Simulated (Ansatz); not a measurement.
Crystal: GaN.

```
CELL_PARAMETERS angstrom
3.21154 0.00000 0.00000
-1.60577 2.78127 0.00000
0.00000 0.00000 10.35684
ATOMIC_POSITIONS crystal
Ga 0.00000 0.00000 0.78587
Ga 0.66667 0.33333 0.03735
Ga 0.33333 0.66667 0.53735
Ga 0.00000 0.00000 0.28587
N 0.00000 0.00000 0.09304
N 0.66667 0.33333 0.34375
N 0.00000 0.00000 0.59304
N 0.33333 0.66667 0.84374
```

The cell is a database's computed one.

Base run:

| Quantity | Value |
| --- | --- |
| Program | Ansatz 0.2.0 |
| Functional | r2SCAN |
| Potentials or basis | Ansatz PAW |
| Cutoff | 500 eV |
| Density cutoff | 2000 eV |
| k mesh | 12 × 12 × 4 |
| Occupations | fixed |
| Spin | no spin polarisation |

Its results: band gap on the k mesh 1.21 eV, direct; pressure -6.4 GPa; largest force 0.244 eV/Å.

The run is repeated on the same cell with these changes: functional from r2SCAN to LDA; cutoff from 500 eV to 420 eV; density cutoff from 2000 eV to 1680 eV; level from r2scan to lda. What comes out?

Band gap on the k mesh 0.82 eV, direct; pressure -11.1 GPa; largest force 0.220 eV/Å.

Caveats: the PAW data sets come from PBE, with cores solved anew for the run's functional, which leaves a small shift of forces and pressure.

Not every run made on this cell is shown here.
